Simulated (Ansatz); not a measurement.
BaTiO3:

```
Ba Ti O
1.0
     4.00730    0.00000    0.00000
     0.00000    4.00730    0.00000
     0.00000    0.00000    8.01460
Ba Ti O
2 2 6
Cartesian
  2.3139 2.3844 1.9229
  2.0570 1.8276 6.1203
  0.1419 4.0001 0.1061
  3.8069 3.8918 4.1558
  2.2804 3.7093 7.8525
  1.7205 3.8733 4.0115
  3.8827 2.3866 7.8876
  3.8235 1.8548 4.1970
  3.8544 0.0411 1.7952
  0.1626 0.0749 6.0314
```

```yaml
Program: Ansatz 0.2.0
Task: relaxation of cell and atoms
Functional: PBE
Potentials_or_basis: Ansatz PAW
Cutoff: "420 eV (not typed: the program's choice for these potentials)"
k_mesh: 7 × 7 × 4
Occupations: fermi-dirac, width 0.05 eV
Spin: no spin polarisation
Hubbard_terms: Ti d U = 5 eV
```

At the start: volume 12.87 Å³/atom.

Task: How do energy, volume and symmetry change on relaxing?

Result: It ends after 9 steps and the volume is 13.26 Å³/atom (+3.1 %); space group R3m (No. 160, to 0.05 Å).

The path:
| step | energy change (eV) | largest force (eV/Å) | volume (Å³) |
| --- | --- | --- | --- |
| 1 | 0.0000 | 8.4358 | 128.70 |
| 2 | -3.4218 | 3.9251 | 135.13 |
| 3 | -4.5259 | 1.2412 | 133.12 |
| 4 | -4.7737 | 0.0729 | 130.57 |
| 5 | -4.7772 | 0.0489 | 132.75 |
| 6 | -4.7792 | 0.0084 | 132.42 |
| 7 | -4.7939 | 0.0084 | 132.42 |
| 8 | -4.7933 | 0.0008 | 132.64 |
| 9 | -4.7941 | 0.0008 | 132.64 |

Final structure:
```xyz
10
Lattice="4.0436 -0.0040 0.0046 -0.0040 4.0457 -0.0047 0.0092 -0.0095 8.1082" Properties=species:S:1:pos:R:3 pbc="T T T"
Ba    2.0441    1.9956    2.0535
Ba    2.0487    1.9908    6.1075
Ti    0.0505    3.9892    0.0591
Ti    4.0987    3.9803    4.1178
O     1.9850    4.0527    8.0854
O     1.9805    4.0575    4.0312
O     4.0331    2.0531    8.0903
O     4.0285    2.0578    4.0361
O     4.0290    0.0111    1.9819
O    -0.0100    0.0103    6.0314
```

Caveat: the electronic state changed during the relaxation; the plane-wave basis is chosen anew once the cell has moved, so the energies of steps on either side of that aren't comparable; the pressure holds a Pulay correction of +0.5 GPa for the finite cutoff.
